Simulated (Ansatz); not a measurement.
The system is CaO.

```
Ca O
1.0
     0.00000    2.40356    2.40356
     2.40356    0.00000    2.40356
     2.40356    2.40356    0.00000
Ca O
1 1
Direct
  0.00000 0.00000 0.00000
  0.50000 0.50000 0.50000
```

The cell is a database's computed one.

Base run:

| Property | Result |
| --- | --- |
| Program | Ansatz 0.2.0 |
| Functional | PBEsol |
| Potentials or basis | all-electron LAPW, scalar-relativistic |
| Cutoff | 246 eV |
| Density cutoff | 986 eV |
| Basis error allowed | 0.001 eV/atom |
| k mesh | 10 × 10 × 10 |
| Occupations | gaussian, width 0.05 eV |
| Spin | no spin polarisation |

Its results: band gap on the k mesh 3.55 eV, indirect (least direct gap 3.93 eV); pressure -2.7 GPa.

Problem. The run is repeated on the same cell with these changes: functional from PBEsol to PBE. What comes out?

Solution. Band gap on the k mesh 3.65 eV, indirect (least direct gap 4.03 eV); pressure 1.6 GPa.

PBE binds less tightly than PBEsol, so the same cell stands under more pressure.

A k mesh can miss the band edges.

Not every run made on this cell is shown here.
